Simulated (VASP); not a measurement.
Write the native input for VASP 6.6.1 that does the following.

```yaml
Task: single point
Functional: PBE
Potentials_or_basis: VASP PAW PBE potentials, release 64 (N, B)
Cutoff: 520 eV
k_mesh: 9 × 9 × 7
Occupations: fermi-dirac, width 0.05 eV
Spin: no spin polarisation
Further_INCAR_settings: ALGO = Normal; EDIFF = 1e-07; NBANDS = 26
```

The structure of BN lies in POSCAR:

```
BN
1.0
    1.6438210000     -4.7155350000      0.0000000000
    1.6438210000      4.7155350000      0.0000000000
   -1.1929310000      0.0000000000      4.1817430000
N B
4 4
Direct
    0.5117870000      0.3799060000      0.8210930000
    0.3799060000      0.5117870000      0.3210930000
    0.7783390000      0.3857400000      0.3407830000
    0.3857400000      0.7783390000      0.8407830000
    0.5642020000      0.1769990000      0.9918210000
    0.1769990000      0.5642020000      0.4918210000
    0.5664270000      0.4344000000      0.5002040000
    0.4344000000      0.5664270000      0.0002040000
```

The cell comes from a database or a generator and needn't be the stable form of this composition.

These files were run (other wordings do the same):

INCAR

```
PREC = Accurate
ENCUT = 520
EDIFF = 1E-7
ISMEAR = -1
SIGMA = 0.05
LREAL = F
LASPH = T
NELM = 80
ALGO = Normal
ISIF = 2
LWAVE = F
LCHARG = T
GGA = PE
LELF = T
LVHAR = T
NBANDS = 26
```

KPOINTS

```
regular mesh
0
Gamma
  9 9 7
```

Potentials or basis: VASP PAW PBE potentials, release 64 (N, B).

Command:

```sh
$ cat potpaw_PBE.64/N/POTCAR potpaw_PBE.64/B/POTCAR > POTCAR
$ mpirun -np 1 vasp_std > vasp.out
```

It gave:

The pressure is 0.1 GPa and the largest force is 0.004 eV/Å. The band gap on the k mesh is 3.44 eV, indirect (least direct gap 4.00 eV).

Caveat: an odd mesh through Γ misses points on the zone boundary, where band edges often lie.

Wall time 6.8 min on 1 thread of Intel(R) Xeon(R) Platinum 8488C (Sapphire Rapids) (shared host), peak memory 0.33 GiB.
